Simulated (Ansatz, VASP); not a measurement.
One calculation of MgO, two programs

```
Mg O
1.0
     2.96953    0.00000    0.00000
    -1.48477    2.57169    0.00000
     0.00000    0.00000    5.09210
Mg O
2 2
Direct
  0.00000 0.00000 0.00000
  0.00000 0.00000 0.50000
  0.33333 0.66667 0.25000
  0.66667 0.33333 0.75000
```

Change from the starting cell: biaxial_xy strain +1.6%.

Alike in both runs: task single point; functional PBE; k mesh 12 × 12 × 6; occupations fermi-dirac, width 0.02 eV; no spin polarisation.

|  | VASP | Ansatz |
| --- | --- | --- |
| version | VASP 6.6.1 | Ansatz 0.2.0 |
| potentials or method | VASP PAW PBE potentials, release 64 (Mg, O) | plane waves, PAW |
| plane-wave cutoff (eV) | 520 | 420 |
| valence electrons in the cell | 16 | 32 |

Ansatz gave:

* gap on the k mesh at the Fermi level (eV): 4.26
* pressure (GPa): 0.9
* largest component of the traceless stress (GPa): 4.89

Q: What did VASP give for the same quantities?

A: gap on the k mesh at the Fermi level (eV): 4.24; pressure (GPa): 0.2; largest component of the traceless stress (GPa): 4.91.

The two sets of potentials don't hold the same shells in valence.

A k mesh can miss the band edges.
